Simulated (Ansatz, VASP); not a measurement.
## Rb: VASP beside Ansatz

```
Rb
1.0
     0.00000    4.46176    4.46176
     4.46176    0.00000    4.46176
     4.46176    4.46176    0.00000
Rb
2
Direct
  0.87500 0.87500 0.87500
  0.12500 0.12500 0.12500
```

Change from the starting cell: volume scaled by 0.75, PAW files.

Alike in both runs: task single point; functional LDA; k mesh 7 × 7 × 7; occupations fermi-dirac, width 0.08 eV; no spin polarisation.

|  | VASP | Ansatz |
| --- | --- | --- |
| version | VASP 6.6.1 | Ansatz 0.2.0 |
| potentials or method | VASP PAW LDA potentials, release 64 (Rb_sv) | PAW with Ansatz's default frozen-core files, scalar-relativistic |
| plane-wave cutoff (eV) | 520 | 420 |
| valence electrons in the cell | 18 | 18 |

|  | VASP | Ansatz | Ansatz less VASP |
| --- | --- | --- | --- |
| pressure (GPa) | 0.6 | 0.6 | +0.01 |
